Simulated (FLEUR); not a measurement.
**GaSb under changes of volume**

One of the cells (28.625 Å³/atom); the others are scaled copies at fixed shape and fractional positions:

```
Sb Ga
1.0
     0.00000    3.05900    3.05900
     3.05900    0.00000    3.05900
     3.05900    3.05900    0.00000
Sb Ga
1 1
Direct
  0.75000 0.75000 0.75000
  0.00000 0.00000 0.00000
```

- Program: FLEUR MaX-R8.1 (later development tree)
- Functional: r2SCAN
- Potentials or basis: all-electron
- Basis: FLAPW
- Kmax: 4.5 1/bohr
- k mesh: 8 × 8 × 8
- Occupations: fermi-dirac, width 0.05 eV
- Spin: no spin polarisation

| volume (Å³/atom) | energy over the lowest point (meV/atom) | gap on the mesh (eV) |
| --- | --- | --- |
| 26.907 | ? | ? |
| 27.480 | 11.55 | 0.77 |
| 28.625 | 0.00 | 0.47 |
| 29.770 | 4.31 | 0.17 |
| 30.342 | 11.50 | none |

Problem. What does the run at 26.907 Å³/atom give?

Solution. Energy over the lowest point 24.41 meV/atom; gap on the mesh 0.85 eV.

Worked out: A Birch-Murnaghan fit of order 2 (a polynomial in V^(-2/3)) to the other rows has its minimum at 28.85 Å³/atom with B0 = V·E''(V) = 54 GPa. It gives 24.36 meV/atom at 26.907 Å³/atom, against the run's 24.41.

Energies are extrapolated to zero smearing.

Caveats: the meta-GGA is that of a development version, with a GGA for the radial functions and cores and without core tails; spin-orbit coupling is left out, which moves the levels of the heavy elements (some runs).

A mesh can miss the band edges.

A gap of «none» marks a metal or a gap under the smearing width.
